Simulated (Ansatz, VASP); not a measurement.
# Cd: VASP beside Ansatz

```
Cd
1.0
    -1.99228    1.99228    1.46829
     1.99228   -1.99228    1.46829
     1.99228    1.99228   -1.46829
Cd
1
Direct
  0.00000 0.00000 0.00000
```

Alike in both runs: functional PBE; k mesh 14 × 14 × 14; occupations gaussian, width 0.1 eV; no spin polarisation.

Ansatz relaxed the structure, and its values are those at the end. VASP's run is a single point on that final structure, the one shown.

```csv
,VASP,Ansatz
version,VASP 6.6.1,Ansatz 0.2.0
potentials or method,"VASP PAW PBE potentials, release 64 (Cd)","scalar-relativistic, plane waves, PAW"
plane-wave cutoff (eV),520,420
valence electrons in the cell,12,20
```

Ansatz gave:

```
gap on the k mesh at the Fermi level (eV) : none
pressure (GPa)                            : 0.0
```

What did VASP give for the same quantities?

gap on the k mesh at the Fermi level (eV): none; pressure (GPa): 0.2.

A gap of «none» marks a metal or a gap that the smearing closes. The two sets of potentials don't hold the same shells in valence.
